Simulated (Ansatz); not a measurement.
# Zr2N: the cost of one run

Computed with Ansatz 0.2.0 (DFT PBEsol, scalar-relativistic, plane waves, PAW, unless a step's input says otherwise).

2 further runs of the same task are left out: 1 that didn't finish, 1 set aside as unsound or not needed. Runs told in other sessions of the task aren't counted.

## (1) The starting structure

The structure is tetragonal, space group P4_2/mnm (No. 136). Conventional cell: a = 5.370 Å, b = 5.370 Å, c = 3.273 Å, α = 90.00°, β = 90.00°, γ = 90.00°. Around Zr (site symmetry m2m) lie 3 N at 2.25 Å. N (site symmetry mmm) has 6 Zr at 2.25 Å in its first shell of neighbours.

As a file:

```xyz
6
Lattice="5.3700 0.0000 0.0000 0.0000 5.3700 0.0000 0.0000 0.0000 3.2726" Properties=species:S:1:pos:R:3 pbc="T T T"
Zr    1.5909    1.5909    0.0000
Zr    3.7792    3.7792    0.0000
Zr    4.2759    1.0941    1.6363
Zr    1.0941    4.2759    1.6363
N     0.0000    0.0000    0.0000
N     2.6850    2.6850    1.6363
```

It goes back to an entry of the Materials Project, which need not be the stable form.

It is the result of an earlier relaxation at this level (volume 15.73 Å³/atom; gap on the mesh: none (metal)).

## (2) The reference cell

Reference values: F = -17279.7863 eV; pressure -0.05 GPa; largest force 0.012 eV/Å; gap on the mesh none (metal). It was computed beforehand with the settings of the runs below.

## (3) The scan: biaxial against axial strain

The cell is strained by p along both x and y and by q along z, with fractional coordinates fixed.

## (4) At p = -0.080, q = -0.080

The input, input.yaml:

```yaml
crystal:
  lattice:
    - [4.9404449362, 0.0, 0.0]
    - [0.0, 4.9404449362, 0.0]
    - [0.0, 0.0, 3.0108131591]
  atoms:
    - { symbol: Zr, position: [0.2962523213, 0.2962523213, 0.0] }
    - { symbol: Zr, position: [0.7037476787, 0.7037476787, 0.0] }
    - { symbol: Zr, position: [0.7962523213, 0.2037476787, 0.5] }
    - { symbol: Zr, position: [0.2037476787, 0.7962523213, 0.5] }
    - { symbol: "N", position: [0.0, 0.0, 0.0] }
    - { symbol: "N", position: [0.5, 0.5, 0.5] }
basis:
  ecutwfc: 420
kpoints:
  mp_grid: { grid: [10, 10, 14] }
hamiltonian:
  xc: pbesol
scf:
  occupations: { method: gaussian, width: 0.15 }
output:
  forces: true
  stress: true
  eigenvalues: true
```

Run with:

```sh
$ ansatz run input.yaml --threads 2 --pin off --max-ram 5120MiB --backend cpu --events-out ev --progress --plain --runs-dir out
```

**Question.** How long does this run take on 2 threads of Intel Xeon Platinum 8259CL at 2.50GHz (Skylake/Cascade Lake), shared host, and how much memory does it need?

About 16 s, with a peak of 0.65 GiB.
